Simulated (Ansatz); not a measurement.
## Two Ansatz runs on V

The cell is the one relaxed in the Materials Project (mp-2647074), not relaxed further here; entries there can be hypothetical. The listed cell was then made from it by scaling, straining or moving an atom.

First run: DFT, r2SCAN, all-electron PAW with datasets made for the crystal, scalar-relativistic (Ansatz 0.2.0).

Command: `ansatz run input.yaml --threads 1 --pin off --max-ram 2048MiB --backend cpu --events-out ev --progress --plain --runs-dir out` The run took 91 s on 1 thread of Arm Neoverse V1, on a shared host, peak memory 1 GiB.

```yaml
crystal:
  lattice:
    - [2.6042941027, 0.0390644115, 0.0]
    - [-1.2683162786, 2.2358526461, 0.0]
    - [0.0, 0.0, 4.723336]
  atoms:
    - { symbol: V, position: [0.6666666667, 0.3333333333, 0.75] }
    - { symbol: V, position: [0.3333333333, 0.6666666667, 0.25] }
kpoints:
  mp_grid: { grid: [14, 14, 7] }
scf:
  occupations: { method: fermi_dirac, width: 0.05 }
hamiltonian:
  xc: r2scan
  pseudopotentials: { kind: all_electron, datasets: crystal }
output:
  forces: true
  stress: true
  eigenvalues: true
  efg: { contact_densities: true }
```

Result: converged; pressure -3.00 GPa; largest force 0.127 eV/Å; no gap on the k mesh; 13 SCF iterations.

The input is then changed:

```diff
@@ -10,5 +10,5 @@
   mp_grid: { grid: [14, 14, 7] }
 scf:
-  occupations: { method: fermi_dirac, width: 0.05 }
+  occupations: { method: cold, width: 0.01 }
 hamiltonian:
   xc: r2scan
```

Question: What does the second run give?

Answer: It converged; energy at zero smearing -0.2 meV/atom from the first run; pressure -3.12 GPa; largest force 0.104 eV/Å; no gap on the k mesh; 13 SCF iterations.

The results part of its log:

```
SCF 1 converged in 13 iterations: F = -51674.287654 eV  dr2 = 6.34e-9
  Residual-converged pass: ⟨swp⟩=3.2  Hψ=16374  notcnv=0  max |occ|·‖R‖ = 5.3e-6 eV (tolerance 5.3e-6 eV)  dr2=6.41e-9  dr2_τ=8.13e-11  dr2_onsite=5.97e-9  max |Δocc| = 1.9e-9
  greatest PAW one-centre occupation: 1.048 electrons in one spin orbital (limit 2), on the V atom at site 1 (counted from 0), in its partial waves of l = 0
SCF converged after 13 iterations
Stability not checked: this state was not tested for a lower state beside it, because cold or Methfessel-Paxton smearing, or corrected tetrahedra, fill the levels in a way that the test cannot read (fill_not_monotonic; see scf.lower_state_search)
Free energy (F): -51674.287654 eV
Harris-Foulkes:  -51674.287654 eV  (|F-HF|=7.89e-9)
Internal energy: -51674.287607 eV  (E = F + TS)
E sigma→0 (E₀):  -51674.287638 eV
Entropy (-TS):   -0.000047 eV (-0.023 meV/atom)
Past the cutoff: the bands carry plane waves up to 2.50 times it, of which those up to 1.5 times it add -0.001280 eV an atom, each by itself; the spheres take 0.001255 eV an atom off the energy for waves past 2.50 times it
Past the cutoffs: a stress includes 0.0236 GPa for waves and charges beyond them, in addition to the slope of what the spheres take
In the spheres:  the bands' charges fall short by 3.4e-6 e at most (sound up to 1e-3)
Fermi energy:    16.810165 eV
--- Per-component energies (eV) ---
  The terms above E_closure are by the made datasets' own strengths, without shells solved beside the bands.
--- Forces (eV/Å), atoms counted from 1 ---
  atom   1  V      0.10419598     0.00336651     0.00000000
  atom   2  V     -0.10419598    -0.00336651     0.00000000
  max |Σ_I F_I| component: 4.34e-19 eV/Å
--- Stress (GPa, compression-positive) ---
       -2.475613       0.343093       0.000000
        0.343093      -2.579977       0.000000
        0.000000       0.000000      -4.318073
  P = ⅓ Tr σ = -3.1246 GPa (-31.246 kbar)
--- PAW observables at the nuclei: V_zz in 10²¹ V/m², potentials from the cell's mean, atoms counted from 1 ---
  atom   1  V  V_zz =    -0.866324   η = 0.5552   by run symmetry: allowed
            electrostatic potential = -2697.144550 V   contact ρ = 65961.258183 e/Å³
  atom   2  V  V_zz =    -0.866324   η = 0.5552   by run symmetry: allowed
            electrostatic potential = -2697.144550 V   contact ρ = 65961.258183 e/Å³
--- Band table (eV; the first three rows and the last of 400) ---
  k-point 0: bands = ["-49.8569", "-49.7462", "-22.8100", "-22.1495", "-22.0512", "-21.9931", "-21.9887", "-21.9307", "9.4531", "13.1191", "16.1544", "16.2995", "16.9458", "17.2884", "17.4537", "17.7621", "18.8140", "18.9366", "19.8923"]
  k-point 1: bands = ["-49.8515", "-49.7518", "-22.7783", "-22.1833", "-22.0483", "-21.9960", "-21.9858", "-21.9336", "9.6240", "12.9918", "16.0721", "16.0915", "16.9387", "17.2507", "17.4413", "17.7247", "18.8957", "19.0202", "19.8659"]
  k-point 2: bands = ["-49.8362", "-49.7672", "-22.6889", "-22.2772", "-22.0402", "-22.0040", "-21.9778", "-21.9416", "10.1174", "12.5367", "15.7140", "15.9264", "16.9365", "17.1569", "17.4290", "17.6324", "19.1056", "19.2310", "19.7757"]
  k-point 399: bands = ["-49.6246", "-49.6175", "-22.9386", "-22.9165", "-22.3100", "-22.2698", "-22.2532", "-22.2282", "13.3325", "13.5206", "14.9377", "14.9798", "18.0709", "18.2893", "18.8317", "18.9371", "20.1784", "20.5520", "20.5820"]
```
